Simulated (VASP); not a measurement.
# TiB₂: restarted molecular dynamics, 2 variants

TiB₂, P6/mmm (no. 191), 12 atoms in the cell. PBE, molecular dynamics; PAW potentials Ti, B (PBE set).

| Restart from | Temperature at the end (K) | The same without a restart (K) | Potential energy at the end (eV/atom) | The same without a restart (eV/atom) | Electronic steps in the first step after the restart | Time (s) |
|---|---|---|---|---|---|---|
| CONTCAR with velocities, WAVECAR read | 791.0 | 791.0 | -8.08022 | -8.08022 | 4 | 439 |
| CONTCAR with velocities, no WAVECAR | 791.0 | 791.0 | -8.08022 | -8.08022 | 26 | 513 |

Limits: 60 fs of 12 atoms are too short for converged averages; the cell is only 3.2 Å across, so each atom moves in step with near copies of itself.

## Input of the first row

INCAR.step1:
```
ALGO = Fast ; EDIFF = 1E-6
ENCUT = 320 ; GGA = PE
IBRION = 0 ; ISIF = 2
ISMEAR = -1 ; ISYM = 0
KPAR = 2 ; LASPH = T
LCHARG = F ; LREAL = Auto
LWAVE = T ; MDALGO = 2
NELM = 60 ; NELMIN = 4
NSW = 30 ; POTIM = 1.0
PREC = Normal ; RANDOM_SEED = 219256 0 0
SIGMA = 0.05 ; SMASS = -3
TEBEG = 1000
```

INCAR.step2, as INCAR.step1 but for:
```
- LWAVE = T
+ LWAVE = F
```

KPOINTS:
```
k-points
0
Monkhorst-Pack
  2 2 4
```

POSCAR.step1:
```
TiB2
1.0
    6.0584000000      0.0000000000      0.0000000000
   -3.0292000000      5.2467283062      0.0000000000
    0.0000000000      0.0000000000      3.2284000000
Ti B
4 8
Direct
    0.0000000000      0.0000000000      0.0000000000
    0.0000000000      0.5000000000      0.0000000000
    0.5000000000      0.0000000000      0.0000000000
    0.5000000000      0.5000000000      0.0000000000
    0.3333333334      0.1666666666      0.5000000000
    0.3333333334      0.6666666666      0.5000000000
    0.8333333334      0.1666666666      0.5000000000
    0.8333333333      0.6666666666      0.5000000000
    0.1666666666      0.3333333334      0.5000000000
    0.1666666667      0.8333333334      0.5000000000
    0.6666666667      0.3333333334      0.5000000000
    0.6666666667      0.8333333334      0.5000000000
```

Commands (each step's output is kept before the next begins):
```
cat potpaw_PBE.64/Ti/POTCAR potpaw_PBE.64/B/POTCAR > POTCAR
cp INCAR.step1 INCAR
cp POSCAR.step1 POSCAR
mpirun -np 2 vasp_std > vasp.out
cp CONTCAR POSCAR
cp INCAR.step2 INCAR
mpirun -np 2 vasp_std > vasp.out
```

Changes of the last row against the first:
```
(step 1)
- LWAVE = True
+ LWAVE = False
```

VASP 6.6.1 took 439 s on 2 cores (AMD EPYC 7R43 (Zen 3)), a shared host.
